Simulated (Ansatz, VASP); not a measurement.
MgO in VASP and in Ansatz

File POSCAR:

```
MgO
1.0
    0.0000000000      2.1433978385      2.1433978385
    2.1433978385      0.0000000000      2.1433978385
    2.1433978385      2.1433978385      0.0000000000
Mg O
1 1
Direct
    0.0000000000      0.0000000000      0.0000000000
    0.5000000000      0.5000000000      0.5000000000
```

The input INCAR.step1:

```
SYSTEM = MgO
  ALGO = Normal
  EDIFF = 1E-4
  ENCUT = 520
  GGA = PE
  ISMEAR = 0
  LASPH = .TRUE.
  LCHARG = .FALSE.
  LREAL = .FALSE.
  LWAVE = .TRUE.
  NBANDS = 11
  NELM = 60
  PREC = Accurate
  SIGMA = 0.02
```

Contents of INCAR.step2:

```
SYSTEM = MgO
  ALGO = Normal
  EDIFF = 1E-6
  ENCUT = 520
  ISIF = 2
  ISMEAR = 0
  ISTART = 1
  LASPH = .TRUE.
  LCHARG = .TRUE.
  LELF = .TRUE.
  LMIXTAU = .TRUE.
  LREAL = .FALSE.
  LVHAR = .TRUE.
  LWAVE = .FALSE.
  METAGGA = R2SCAN
  NBANDS = 11
  NELM = 60
  PREC = Accurate
  SIGMA = 0.02
```

Contents of KPOINTS:

```
k-points
0
G
  10 10 10
  0 0 0
```

Input for Ansatz:

```yaml
crystal:
  lattice:
    - [0.0, 2.1433978385, 2.1433978385]
    - [2.1433978385, 0.0, 2.1433978385]
    - [2.1433978385, 2.1433978385, 0.0]
  atoms:
    - { symbol: Mg, position: [0.0, 0.0, 0.0] }
    - { symbol: O, position: [0.5, 0.5, 0.5] }
basis:
  ecutwfc: 500
kpoints:
  mp_grid: { grid: [10, 10, 10] }
hamiltonian:
  xc: r2scan
scf:
  occupations: { method: gaussian, width: 0.02 }
output:
  forces: true
  stress: true
  eigenvalues: true
```

Alike in both runs: task single point; functional r2SCAN; k mesh 10 × 10 × 10; occupations gaussian, width 0.02 eV; no spin polarisation.

|  | VASP | Ansatz |
| --- | --- | --- |
| version | VASP 6.6.1 | Ansatz 0.2.0 |
| potentials or method | VASP PAW PBE potentials, release 64 (Mg, O) | scalar-relativistic, plane waves, PAW |
| plane-wave cutoff (eV) | 520 | 500 |
| valence electrons in the cell | 8 | 16 |

VASP gave:

```
gap on the k mesh at the Fermi level (eV) : 5.09
least direct gap on the mesh (eV)         : 5.09
pressure (GPa)                            : -9.7
```

Task: Which values does Ansatz return?

Result: gap on the k mesh at the Fermi level (eV): 5.11; least direct gap on the mesh (eV): 5.11; pressure (GPa): -8.6.

The two sets of potentials don't hold the same shells in valence.

Caveats: the PAW data sets were made with another functional, which shifts forces and pressure a little (VASP). r2SCAN opens gaps a little over a GGA but as a rule still falls short of measured ones.
